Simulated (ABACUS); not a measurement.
The system is WS2 (Tungstenite).

```
W S
1.0
     3.18000    0.00000    0.00000
    -1.59000    2.75396    0.00000
     0.00000    0.00000   12.50000
W S
2 4
Direct
  0.66667 0.33333 0.75000
  0.33333 0.66667 0.25000
  0.66667 0.33333 0.37500
  0.33333 0.66667 0.87500
  0.66667 0.33333 0.12500
  0.33333 0.66667 0.62500
```

Base run:

* Program: ABACUS 3.10.1
* Functional: PBE
* Potentials or basis: PseudoDojo NC SR 0.4.1 PBE standard
* Cutoff: 1361 eV
* Density cutoff: 5442 eV
* Basis: DZP LCAO (the cutoffs set its grid)
* k mesh: 7 × 7 × 2
* Occupations: fermi-dirac, width 0.05 eV
* Spin: no spin polarisation

Its results: band gap on the k mesh 1.14 eV, indirect (least direct gap 2.23 eV); pressure 4.3 GPa; largest force 0.407 eV/Å.

Question: After a change of settings the same cell gave: band gap on the k mesh 1.07 eV, indirect (least direct gap 2.23 eV); pressure -2.1 GPa; largest force 0.105 eV/Å. Which change was it?
A. functional from PBE to PBEsol
B. functional from PBE to revPBE
C. functional from PBE to LDA

Answer: C.

LDA binds more tightly than PBE, so the same cell stands under less pressure.

Caveats: the atomic orbitals were generated for these runs and aren't a published set; spin-orbit coupling is left out, which moves the levels of the heavy elements; an odd mesh through Γ misses points on the zone boundary, where band edges often lie; the basis of atomic orbitals isn't converged, which shifts pressures, moduli and gaps; this functional lacks dispersion, which binds the layers, so the pressure and a relaxed spacing across them are unreliable (some runs); the potentials were made for another functional, which shifts forces and pressure (some runs).
